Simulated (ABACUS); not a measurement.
# Rh (Fm-3m) in ABACUS: notebook

The runs below take Rh through band structure, equation of state, with SCAN.

Everything below comes from runs of ABACUS 3.10.1. Logs are shortened: lines on timing, memory, paths and dates and some standing lists are left out, and cuts for length are marked.

**Measured values to compare with.**

From “Thermal equation of state of rhodium characterized by XRD in a resistively heated diamond anvil cell”, 2024, pmc:11535440, for a bulk crystal of Rh: bulk modulus 264 ± 1 GPa.

The runs below are set against these values where they give the same quantity.

### 1 The structure

The structure is cubic, space group Fm-3m (No. 225). The conventional cell has a = 3.796 Å, b = 3.796 Å, c = 3.796 Å, α = 90.00°, β = 90.00°, γ = 90.00°. Rh (site symmetry m-3m) is surrounded by 12 Rh at 2.68 Å.

### 2 Band structure, SCAN

Contents of INPUT:

```
INPUT_PARAMETERS
suffix              Rh
calculation         nscf
basis_type          pw
pseudo_dir          ./
symmetry            -1
dft_functional      scan
ecutwfc             103.0
pseudo_rcut         10
nspin               1
nbands              19
ks_solver           dav
smearing_method     fd
smearing_sigma      0.00367493
scf_thr             1e-08
scf_nmax            100
mixing_type         broyden
mixing_beta         0.7
mixing_tau          1
init_chg            file
pw_diag_thr         1e-07
out_band            1
kpar                4
```

Contents of STRU:

```
ATOMIC_SPECIES
Rh 102.9055 Rh_ONCV_PBE-1.2.upf

LATTICE_CONSTANT
1.8897261246

LATTICE_VECTORS
0.0000000000 1.8978500000 1.8978500000
1.8978500000 0.0000000000 1.8978500000
1.8978500000 1.8978500000 0.0000000000

ATOMIC_POSITIONS
Direct

Rh
0.0
1
0.0000000000 0.0000000000 0.0000000000 1 1 1
```

Contents of KPT:

```
K_POINTS
12
Line
0.00000000 0.00000000 0.00000000 10 // G
0.50000000 0.00000000 0.50000000 10 // X
0.50000000 0.25000000 0.75000000 10 // W
0.37500000 0.37500000 0.75000000 10 // K
0.00000000 0.00000000 0.00000000 10 // G
0.50000000 0.50000000 0.50000000 10 // L
0.62500000 0.25000000 0.62500000 10 // U
0.50000000 0.25000000 0.75000000 10 // W
0.50000000 0.50000000 0.50000000 10 // L
0.37500000 0.37500000 0.75000000 1 // K
0.62500000 0.25000000 0.62500000 10 // U
0.50000000 0.00000000 0.50000000 1 // X
```

Potentials or basis: SG15 ONCV 1.2 PBE, plane waves.

Command:

```
> OMP_NUM_THREADS=1 mpirun -np 4 abacus > log
```

running log:

```text
ABACUS v3.10.1

               Atomic-orbital Based Ab-initio Computation at UStc

 ------------------------------------------------------------------------------------

 READING GENERAL INFORMATION
                           global_out_dir = OUT.Rh/
                           global_in_card = INPUT
                               pseudo_dir = ./
                              orbital_dir =
                                    DSIZE = 4
                                    GSIZE = 1

 READING UNITCELL INFORMATION
                                    ntype = 1
                  lattice constant (Bohr) = 1.88973
              lattice constant (Angstrom) = 1

 READING ATOM TYPE 1
                               atom label = Rh
                      L=0, number of zeta = 1
                      L=1, number of zeta = 1
                      L=2, number of zeta = 1
             number of atom for this type = 1

                        TOTAL ATOM NUMBER = 1
DIRECT COORDINATES
    atom                   x                   y                   z     mag                  vx                  vy                  vz
taud_Rh1            0.0000000000        0.0000000000        0.0000000000  0.0000        0.0000000000        0.0000000000        0.0000000000

                          Volume (Bohr^3) = 92.2597
                             Volume (A^3) = 13.6715

 Lattice vectors: (Cartesian coordinate: in unit of a_0)
                   +0            +1.89785            +1.89785
             +1.89785                  +0            +1.89785
             +1.89785            +1.89785                  +0
 Reciprocal vectors: (Cartesian coordinate: in unit of 2 pi/a_0)
            -0.263456           +0.263456           +0.263456
            +0.263456           -0.263456           +0.263456
            +0.263456           +0.263456           -0.263456
 The esolver type has been set to : ksdft_pw

                PAO radial cut off (Bohr) = 10

 Read in pseudopotential file is Rh_ONCV_PBE-1.2.upf
                     pseudopotential type = NC
          exchange-correlation functional = PBE
                 nonlocal core correction = 0
                        valence electrons = 17
                                     lmax = 2
                           number of zeta = 0
                     number of projectors = 6
                           L of projector = 0
                           L of projector = 0
                           L of projector = 1
                           L of projector = 1
                           L of projector = 2
                           L of projector = 2
 XC functional updated to : scan
          exchange-correlation functional = SCAN
     initial pseudo atomic orbital number = 0

 SETUP THE ELECTRONS NUMBER
            electron number of element Rh = 17
      total electron number of element Rh = 17
            AUTOSET number of electrons:  = 17
                           occupied bands = 9
                                   NBANDS = 19
                                   NLOCAL = 9

%%%%%%%%%%%%%%%%%%%%%%%%%%%%%%%%%%%%%%%%%%%%%%%%%%%%%%%%%%%%%%%%%%%%%%%%%%%%%%%%%%%%%%%%%%%%%%%%%%%%%%%%%%
 Warning: the number of valence electrons in pseudopotential > 9 for Rh: [Kr] 4d8 5s1
 Pseudopotentials with additional electrons can yield (more) accurate outcomes, but may be less efficient.
 If you're confident that your chosen pseudopotential is appropriate, you can safely ignore this warning.
%%%%%%%%%%%%%%%%%%%%%%%%%%%%%%%%%%%%%%%%%%%%%%%%%%%%%%%%%%%%%%%%%%%%%%%%%%%%%%%%%%%%%%%%%%%%%%%%%%%%%%%%%%

 SETUP THE PLANE WAVE BASIS
[... 67 lines left out ...]

[... K-POINTS CARTESIAN COORDINATES: 26 rows ...]

[... K-POINTS DIRECT COORDINATES: 26 rows ...]

 SETUP PLANE WAVES FOR WAVE FUNCTIONS
     energy cutoff for wavefunc (unit:Ry) = 103
              fft grid for wave functions = [ 36, 36, 36 ]
                    number of plane waves = 2109
                         number of sticks = 211

 PARALLEL PW FOR WAVE FUNCTIONS
     PROC   COLUMNS(POT)             PW
        1            211           2109
 --------------- sum -------------------
        1            211           2109

 SETUP NONLOCAL PSEUDOPOTENTIALS IN PLANE WAVE BASIS
 Rh non-local projectors:
 projector 1 L=0
 projector 2 L=0
 projector 3 L=1
 projector 4 L=1
 projector 5 L=2
 projector 6 L=2
      TOTAL NUMBER OF NONLOCAL PROJECTORS = 18

 Init Non-Local PseudoPotential table :
 Init Non-Local-Pseudopotential done.

                                     npwx = 1660

 -------------------------------------------
 NONSELF-CONSISTENT
 -------------------------------------------
                                 init_chg = file
 try to read charge from file
 Read in the charge density: OUT.Rh//Rh-CHARGE-DENSITY.restart
 try to read kinetic energy density from file
 Read in the kinetic energy density: OUT.Rh//Rh-TAU-DENSITY.restart

 PW ALGORITHM --------------- ION=   1  ELEC=   1--------------------------------
 k(1/102) Iter steps (avg)=12 threshold=1e-07
 k(2/102) Iter steps (avg)=15 threshold=1e-07
 k(3/102) Iter steps (avg)=13 threshold=1e-07
 k(4/102) Iter steps (avg)=13 threshold=1e-07
 k(5/102) Iter steps (avg)=18 threshold=1e-07
 k(6/102) Iter steps (avg)=14 threshold=1e-07
 k(7/102) Iter steps (avg)=12 threshold=1e-07
 k(8/102) Iter steps (avg)=18 threshold=1e-07
 k(9/102) Iter steps (avg)=23 threshold=1e-07
 k(10/102) Iter steps (avg)=17 threshold=1e-07
[... 6 lines left out ...]
 k(17/102) Iter steps (avg)=23 threshold=1e-07
 k(18/102) Iter steps (avg)=23 threshold=1e-07
 k(19/102) Iter steps (avg)=21 threshold=1e-07
 k(20/102) Iter steps (avg)=18 threshold=1e-07
 k(21/102) Iter steps (avg)=19 threshold=1e-07
 k(22/102) Iter steps (avg)=20 threshold=1e-07
 k(23/102) Iter steps (avg)=20 threshold=1e-07
 k(24/102) Iter steps (avg)=20 threshold=1e-07
 k(25/102) Iter steps (avg)=19 threshold=1e-07
 k(26/102) Iter steps (avg)=19 threshold=1e-07
[... levels at 26 k points of this process ...]

 Density error is 0.00000000000
                          Error Threshold = 1.00000000000e-07
----------------------------------------------------------
     Energy           Rydberg                 eV
----------------------------------------------------------
 E_KohnSham     -216.9798362540      -2952.1621241608
 E_KS(sigma->0) -216.9789179635      -2952.1496301784
 E_Harris       -216.9798362540      -2952.1621241608
 E_band         -6.5270728133        -88.8053815222
 E_one_elec     -44.3223592493       -603.0366345937
 E_Hartree      33.9769814157        462.2805480933
 E_xc           -21.9043483553       -298.0239486093
 E_Ewald        -184.7282734841      -2513.3571010863
 E_entropy(-TS) -0.0018365809        -0.0249879647
 E_descf        0.0000000000         0.0000000000
 E_exx          0.0000000000         0.0000000000
 E_Fermi        1.7458109482         23.7529765260
----------------------------------------------------------

 charge density convergence is achieved
 final etot is -2952.1621242 eV
 EFERMI = 23.752976526 eV

 STATE ENERGY(eV) AND OCCUPATIONS    NSPIN == 1
 1/26 kpoint (Cartesian) = 0.0000 0.0000 0.0000 (1639 pws)
       1       -58.4696      0.0196078
       2       -25.0012      0.0196078
       3       -25.0012      0.0196078
       4       -25.0012      0.0196078
       5        14.7623      0.0196078
       6        20.0820      0.0196078
[... 104 lines left out ...]
       6        18.3512      0.0196078
[... 11 lines left out ...]
      18        59.5802        0.00000
      19        60.6481        0.00000

[... levels at 20 further k points ...]

 --------------------------------------------
 !FINAL_ETOT_IS -2952.162124160767 eV
 --------------------------------------------

 Output bands in file: OUT.Rh/BANDS_1.dat
```

stdout:

```text
ABACUS v3.10.1

               Atomic-orbital Based Ab-initio Computation at UStc

 dft_functional readin is: scan
 dft_functional in pseudopot file is: PBE
 Please make sure this is what you need

[... 15 lines left out ...]
 ELEMENT NATOM       XC
 Rh      1
 ---------------------------------------------------------
 Initial plane wave basis and FFT box
 ---------------------------------------------------------
 -------------------------------------------
 NONSELF-CONSISTENT :
 -------------------------------------------
 START CHARGE      : file
 ITER       ETOT/eV          EDIFF/eV         DRHO         DKIN     TIME/s
 DA1     -2.95216212e+03   0.00000000e+00   0.0000e+00   0.0000e+00  29.18
```

It took 30 s on 4 MPI ranks of Intel Xeon Platinum 8259CL at 2.50GHz (Skylake/Cascade Lake), shared host; peak memory 0.36 GiB.

Levels at the corners of the path, in eV from the Fermi level:
| point | band 4 | band 5 | band 6 | band 7 | band 8 | band 9 | band 10 | band 11 | band 12 | band 13 |
| --- | --- | --- | --- | --- | --- | --- | --- | --- | --- | --- |
| Γ | -48.33 | -8.57 | -3.25 | -3.25 | -3.25 | -1.20 | -1.20 | 16.81 | 22.69 | 22.69 |
| X | -48.62 | -6.75 | -6.34 | 0.42 | 1.09 | 1.09 | 3.14 | 12.72 | 13.90 | 13.90 |
| W | -48.63 | -5.39 | -4.07 | -4.07 | -1.41 | 1.09 | 9.93 | 9.93 | 11.66 | 13.21 |
| K | -48.56 | -5.90 | -5.10 | -2.24 | -0.87 | 0.44 | 8.09 | 8.92 | 12.51 | 17.21 |
| Γ | -48.33 | -8.57 | -3.25 | -3.25 | -3.25 | -1.20 | -1.20 | 16.81 | 22.69 | 22.69 |
| L | -48.44 | -6.57 | -3.42 | -3.42 | 0.57 | 0.57 | 0.61 | 8.96 | 16.38 | 22.37 |
| U | -48.56 | -5.90 | -5.10 | -2.24 | -0.87 | 0.44 | 8.09 | 8.92 | 12.51 | 17.21 |
| W | -48.63 | -5.39 | -4.07 | -4.07 | -1.41 | 1.09 | 9.93 | 9.93 | 11.66 | 13.21 |
| L | -48.44 | -6.57 | -3.42 | -3.42 | 0.57 | 0.57 | 0.61 | 8.96 | 16.38 | 22.37 |
| K | -48.56 | -5.90 | -5.10 | -2.24 | -0.87 | 0.44 | 8.09 | 8.92 | 12.51 | 17.21 |
| U | -48.56 | -5.90 | -5.10 | -2.24 | -0.87 | 0.44 | 8.09 | 8.92 | 12.51 | 17.21 |
| X | -48.62 | -6.75 | -6.34 | 0.42 | 1.09 | 1.09 | 3.14 | 12.72 | 13.90 | 13.90 |

Caveat: the density is read from an earlier self-consistent run, whose mesh may be coarse; the potentials were made for another functional, which shifts forces and pressure.

### 3 Equation of state, SCAN, 12.85 Å³/atom (volume scaled by 0.94)

Contents of run_abacus.py:

```python
"""ABACUS run from a structure file: ASE reads it, the script writes STRU, KPT and INPUT."""
import re
import subprocess
from ase.io import read
from ase.units import Bohr

atoms = read("POSCAR")
atoms = atoms[(-atoms.numbers).argsort(kind="stable")]  # ABACUS lists atoms element by element
pseudo = {'Rh': 'Rh_ONCV_PBE-1.2.upf'}
orbital = {}
magmoms = None
kmesh = [8, 8, 8]
params = {
    'suffix': 'Rh',
    'calculation': 'scf',
    'basis_type': 'pw',
    'pseudo_dir': './',
    'symmetry': 1,
    'dft_functional': 'scan',
    'ecutwfc': 103,
    'pseudo_rcut': 10,
    'nspin': 1,
    'nbands': 13,
    'ks_solver': 'dav',
    'smearing_method': 'fd',
    'smearing_sigma': 0.00367493,
    'scf_thr': 1e-08,
    'scf_nmax': 100,
    'mixing_type': 'broyden',
    'mixing_beta': 0.7,
    'cal_force': 1,
    'cal_stress': 1,
    'mixing_tau': 1,
    'kpar': 4,
}

symbols = atoms.get_chemical_symbols()
elements = list(dict.fromkeys(symbols))
lines = ["ATOMIC_SPECIES"] + [f"{e} {atoms.get_masses()[symbols.index(e)]:.4f} {pseudo[e]}" for e in elements]
if orbital:
    lines += ["", "NUMERICAL_ORBITAL"] + [orbital[e] for e in elements]
lines += ["", "LATTICE_CONSTANT", f"{1 / Bohr:.10f}", "", "LATTICE_VECTORS"]
lines += [" ".join(f"{x:.10f}" for x in v) for v in atoms.cell]
lines += ["", "ATOMIC_POSITIONS", "Direct"]
for e in elements:
    lines += ["", e, "0.0", str(symbols.count(e))]
    for i, p in enumerate(atoms.get_scaled_positions(wrap=False)):
        if symbols[i] == e:
            mag = "" if magmoms is None else " mag " + " ".join(str(x) for x in (magmoms[i] if isinstance(magmoms[i], list) else [magmoms[i]]))
            lines.append(" ".join(f"{x:.10f}" for x in p) + " 1 1 1" + mag)
open("STRU", "w").write("\n".join(lines) + "\n")
open("KPT", "w").write("K_POINTS\n0\nGamma\n%d %d %d 0 0 0\n" % tuple(kmesh))
open("INPUT", "w").write("INPUT_PARAMETERS\n" + "".join(f"{k:<20s}{v}\n" for k, v in params.items()))

done = subprocess.run(['mpirun', '-np', '4', 'abacus'])
if done.returncode:
    raise SystemExit(done.returncode)
log = open("OUT.Rh/running_scf.log").read()
print("final energy (eV):", re.findall(r"FINAL_ETOT_IS (\S+)", log))
```

Contents of POSCAR:

```
Rh
1.0
    0.0000000000      1.8591074964      1.8591074964
    1.8591074964      0.0000000000      1.8591074964
    1.8591074964      1.8591074964      0.0000000000
Rh
1
Direct
    0.0000000000      0.0000000000      0.0000000000
```

Potentials or basis: SG15 ONCV 1.2 PBE, plane waves.

Command:

```
> OMP_NUM_THREADS=1 python run_abacus.py > log
```

Run time: 20 s. Hardware: 4 MPI ranks of Intel Xeon Platinum 8259CL at 2.50GHz (Skylake/Cascade Lake), shared host; peak memory 0.36 GiB.

Results (log left out):

* Free energy: -2952.6814 eV
* Pressure: 17.5 GPa
* Band gap on the k mesh: none (metal or under the smearing width)

Caveat: the k mesh is coarse (spacing up to 0.37 Å⁻¹), so the values aren't converged; the potentials were made for another functional, which shifts forces and pressure.

### 4 Equation of state, SCAN, 13.12 Å³/atom (volume scaled by 0.96)

run_abacus.py is that of step 3.

Contents of POSCAR:

```
Rh
1.0
    0.0000000000      1.8722002341      1.8722002341
    1.8722002341      0.0000000000      1.8722002341
    1.8722002341      1.8722002341      0.0000000000
Rh
1
Direct
    0.0000000000      0.0000000000      0.0000000000
```

Command:

```
> OMP_NUM_THREADS=1 python run_abacus.py > log
```

Wall time 20 s (4 MPI ranks of Intel Xeon Platinum 8259CL at 2.50GHz (Skylake/Cascade Lake), shared host); peak memory 0.36 GiB.

Results (log left out):

| Quantity | Value |
| --- | --- |
| Free energy | -2952.7047 eV |
| Pressure | 9.8 GPa |
| Band gap on the k mesh | none (metal or under the smearing width) |

Caveat: the k mesh is coarse (spacing up to 0.36 Å⁻¹), so the values aren't converged; the potentials were made for another functional, which shifts forces and pressure.

### 5 Equation of state, SCAN, 13.40 Å³/atom (volume scaled by 0.98)

run_abacus.py is that of step 4.

Contents of POSCAR:

```
Rh
1.0
    0.0000000000      1.8851123679      1.8851123679
    1.8851123679      0.0000000000      1.8851123679
    1.8851123679      1.8851123679      0.0000000000
Rh
1
Direct
    0.0000000000      0.0000000000      0.0000000000
```

Command:

```
> OMP_NUM_THREADS=1 python run_abacus.py > log
```

Run time: 22 s. Hardware: 4 MPI ranks of Intel Xeon Platinum 8259CL at 2.50GHz (Skylake/Cascade Lake), shared host; peak memory 0.36 GiB.

The run converged. Its results:

| Quantity | Value |
| --- | --- |
| Free energy | -2952.7157 eV |
| Pressure | 3.0 GPa |
| Band gap on the k mesh | none (metal or under the smearing width) |

Caveat: the k mesh is coarse (spacing up to 0.36 Å⁻¹), so the values aren't converged; the potentials were made for another functional, which shifts forces and pressure.

### 6 Equation of state, SCAN, 13.67 Å³/atom

run_abacus.py is that of step 5.

Contents of POSCAR:

```
Rh
1.0
    0.0000000000      1.8978500000      1.8978500000
    1.8978500000      0.0000000000      1.8978500000
    1.8978500000      1.8978500000      0.0000000000
Rh
1
Direct
    0.0000000000      0.0000000000      0.0000000000
```

Potentials or basis: SG15 ONCV 1.2 PBE, plane waves.

Command:

```
> OMP_NUM_THREADS=1 python run_abacus.py > log
```

Wall time 23 s (4 MPI ranks of Intel Xeon Platinum 8259CL at 2.50GHz (Skylake/Cascade Lake), shared host); peak memory 0.36 GiB.

Results (log left out):

* Free energy: -2952.7158 eV
* Pressure: -2.9 GPa
* Band gap on the k mesh: none (metal or under the smearing width)

Caveat: the potentials were made for another functional, which shifts forces and pressure.

### 7 Equation of state, SCAN, 13.94 Å³/atom (volume scaled by 1.02)

run_abacus.py is that of step 6.

Contents of POSCAR:

```
Rh
1.0
    0.0000000000      1.9104189093      1.9104189093
    1.9104189093      0.0000000000      1.9104189093
    1.9104189093      1.9104189093      0.0000000000
Rh
1
Direct
    0.0000000000      0.0000000000      0.0000000000
```

Command:

```
> OMP_NUM_THREADS=1 python run_abacus.py > log
```

Run time: 23 s. Hardware: 4 MPI ranks of Intel Xeon Platinum 8259CL at 2.50GHz (Skylake/Cascade Lake), shared host; peak memory 0.36 GiB.

Results (log left out):

```
Free energy            : -2952.7063 eV
Pressure               : -8.2 GPa
Band gap on the k mesh : none (metal or under the smearing width)
```

Caveat: the potentials were made for another functional, which shifts forces and pressure.

### 8 Equation of state, SCAN, 14.22 Å³/atom (volume scaled by 1.04)

run_abacus.py is that of step 7.

Contents of POSCAR:

```
Rh
1.0
    0.0000000000      1.9228245745      1.9228245745
    1.9228245745      0.0000000000      1.9228245745
    1.9228245745      1.9228245745      0.0000000000
Rh
1
Direct
    0.0000000000      0.0000000000      0.0000000000
```

Command:

```
> OMP_NUM_THREADS=1 python run_abacus.py > log
```

Wall time 23 s (4 MPI ranks of Intel Xeon Platinum 8259CL at 2.50GHz (Skylake/Cascade Lake), shared host); peak memory 0.36 GiB.

Results (log left out):

```yaml
Free_energy: -2952.6882 eV
Pressure: -12.9 GPa
Band_gap_on_the_k_mesh: none (metal or under the smearing width)
```

Caveat: the potentials were made for another functional, which shifts forces and pressure.

### 9 Equation of state, SCAN, 14.49 Å³/atom (volume scaled by 1.06)

run_abacus.py is that of step 8.

Contents of POSCAR:

```
Rh
1.0
    0.0000000000      1.9350721950      1.9350721950
    1.9350721950      0.0000000000      1.9350721950
    1.9350721950      1.9350721950      0.0000000000
Rh
1
Direct
    0.0000000000      0.0000000000      0.0000000000
```

Potentials or basis: SG15 ONCV 1.2 PBE, plane waves.

Command:

```
> OMP_NUM_THREADS=1 python run_abacus.py > log
```

Run time: 22 s. Hardware: 4 MPI ranks of Intel Xeon Platinum 8259CL at 2.50GHz (Skylake/Cascade Lake), shared host; peak memory 0.36 GiB.

The run converged. Its results:

```yaml
Free_energy: -2952.6627 eV
Pressure: -17.0 GPa
Band_gap_on_the_k_mesh: none (metal or under the smearing width)
```

Caveat: the potentials were made for another functional, which shifts forces and pressure.

### 10 Equation of state, SCAN

This step only gathers the single runs of the series.

Results:

```yaml
Equilibrium_volume: 13.54 Å³/atom
Bulk_modulus: 297 GPa
Pressure_derivative_of_the_bulk_modulus: 5.2
```

Energy against volume, from the lowest point:
| volume (Å³/atom) | energy (meV/atom) |
| --- | --- |
| 12.851 | 34.42 |
| 13.125 | 11.07 |
| 13.398 | 0.08 |
| 13.671 | 0.00 |
| 13.945 | 9.55 |
| 14.218 | 27.60 |
| 14.492 | 53.15 |

Caveat: the potentials were made for another functional, which shifts forces and pressure.

### 11 Comparison with measurements

Step 10. Measured bulk modulus of Rh: 264 GPa (quoted in “Thermal equation of state of rhodium characterized by XRD in a resistively heated diamond anvil cell”, 2024, pmc:11535440). This calculation gives 297 GPa (+12.4 %). The fit is for a static lattice scaled at fixed shape and fixed fractional positions.
